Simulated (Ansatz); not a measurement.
# Cs: do energies and stresses tell the same story?

Theory: Ansatz 0.2.0, DFT PBE, scalar-relativistic, plane waves, PAW.

Cutoff 420 eV; k points 9×9×6 on the computed 2-atom cell (Γ-centred); Gaussian smearing, width 0.10 eV; no spin polarisation.

Relaxed cell: P6_3/mmc, a = 5.460 Å, b = 5.460 Å, c = 9.038 Å, α = 90.00°, β = 90.00°, γ = 120.00°, 2 atoms in the primitive cell. This form isn't the element's structure at ambient conditions.

Energies at zero smearing and pressures from the stress tensor, at volumes with shape and atoms relaxed:
```csv
V (Å³/atom),E − E(first) (meV/atom),P (GPa)
102.654,0.00,0.322
106.154,-5.99,0.227
109.653,-10.05,0.145
113.153,-12.40,0.073
116.653,-13.28,0.009
120.152,-12.85,-0.046
123.652,-11.28,-0.095
128.318,-7.66,-0.150
```

Check P = −dE/dV between neighbouring volumes, and get the bulk modulus from the pressures alone.

With 1 eV/Å³ = 160.2 GPa:
```
middle V (Å³/atom)  −ΔE/ΔV (GPa) mean P (GPa)
           104.404         0.274         0.274
           107.904         0.186         0.186
           111.403         0.108         0.109
           114.903         0.040         0.041
           118.402        -0.020        -0.018
           121.902        -0.072        -0.070
           125.985        -0.124        -0.122
```

The two differ by 0.002 GPa at most. The mean of two end pressures misses the average over a step by about ΔV² P″/12, up to 0.001 GPa here; with that taken off 0.001 GPa remains. Around V = 116.653 Å³/atom, the two neighbours give B = −V ΔP/ΔV = 116.653 × 0.119 / 6.999 = 2.0 GPa, against B0 = 2.0 GPa from the Birch–Murnaghan fit of the energies.